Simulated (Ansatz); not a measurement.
Re (bcc type), DFT, PBE, all-electron LAPW, scalar-relativistic (Ansatz 0.2.0), on 1 thread of Arm Neoverse V2 (shared host).

Command: `ansatz run input.yaml --threads 1 --pin off --max-ram 2048MiB --backend cpu --events-out ev --progress --plain --runs-dir out`

```yaml
crystal:
  lattice:
    - [-1.2518208969, 1.2518208969, 1.2518208969]
    - [1.2518208969, -1.2518208969, 1.2518208969]
    - [1.2518208969, 1.2518208969, -1.2518208969]
  atoms:
    - { symbol: Re, position: [0.0, 0.0, 0.0] }
kpoints:
  mp_grid: { grid: [17, 17, 17] }
scf:
  occupations: { method: fermi_dirac, width: 0.1 }
hamiltonian:
  xc: pbe
  pseudopotentials: { kind: all_electron, lapw: { basis_error: 0.001 } }
output:
  forces: true
  stress: true
  eigenvalues: true
  populations: true
```

Task: How large is the problem that the program sets up?

Result: 165 irreducible k-points, 201 plane waves at Γ, 29 bands.

Task: About how long does it take?

Result: 24 s of wall time for 7 SCF iterations. Times on shared machines scatter by tens of per cent.
